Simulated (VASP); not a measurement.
## From an Ansatz input to VASP: BaS (strained rocksalt)

Ansatz input

```yaml
crystal:
  lattice:
    - [0.0, 3.2117958739, 3.2117958739]
    - [3.0200516602, 0.0, 3.2117958739]
    - [3.0200516602, 3.2117958739, 0.0]
  atoms:
    - { symbol: Ba, position: [0.0, 0.0, 0.0] }
    - { symbol: S, position: [0.5, 0.5, 0.5] }
kpoints:
  mp_grid: { grid: [8, 8, 8] }
  band_path:
    path:
      - [0.0, 0.0, 0.0]
      - [0.5, 0.0, 0.5]
      - [0.625, 0.25, 0.625]
      - [0.375, 0.375, 0.75]
      - [0.5, 0.5, 0.5]
      - [0.5, 0.25, 0.75]
    npoints: 1
hamiltonian:
  xc: r2scan
scf:
  occupations: { method: fixed }
  n_extra_bands: 4
output:
  forces: true
  stress: true
  eigenvalues: true
```

Which VASP files do the same job?



INCAR

```
EDIFF = 1E-7
LWAVE = .FALSE.
SIGMA = 0.01
LASPH = .TRUE.
LCHARG = .FALSE.
ISMEAR = 0
NBANDS = 15
ALGO = Normal
LREAL = .FALSE.
METAGGA = R2SCAN
PREC = Accurate
IBRION = -1
ISIF = 2
ENCUT = 520
NSW = 0
NELM = 120
```

KPOINTS

```
KPOINTS created by Atomic Simulation Environment
0
Gamma
8 8 8
0 0 0
```

KPOINTS_OPT

```
special points
6
Reciprocal
0.0000000000 0.0000000000 0.0000000000 1
0.5000000000 0.0000000000 0.5000000000 1
0.6250000000 0.2500000000 0.6250000000 1
0.3750000000 0.3750000000 0.7500000000 1
0.5000000000 0.5000000000 0.5000000000 1
0.5000000000 0.2500000000 0.7500000000 1
```

POSCAR

```
Ba S
 1.0000000000000000
     0.0000000000000000    3.2117958738999999    3.2117958738999999
     3.0200516602000000    0.0000000000000000    3.2117958738999999
     3.0200516602000000    3.2117958738999999    0.0000000000000000
 Ba  S
   1   1
Cartesian
  0.0000000000000000  0.0000000000000000  0.0000000000000000
  3.0200516602000000  3.2117958738999999  3.2117958738999999
```

VASP ran with the recommended PBE PAW datasets (16 valence electrons in the cell). Other inputs would serve too.

|  | Ansatz | VASP |
| --- | --- | --- |
| gap between bands v and c | 2.25 eV | 2.13 eV |
| least direct gap | 2.36 eV | 2.28 eV |
| pressure | 3.7 GPa | 4.5 GPa |

Each program uses its own PAW datasets. VASP's cell holds 16 valence electrons and Ansatz's 16. Ansatz's stress includes a Pulay correction; VASP's doesn't.
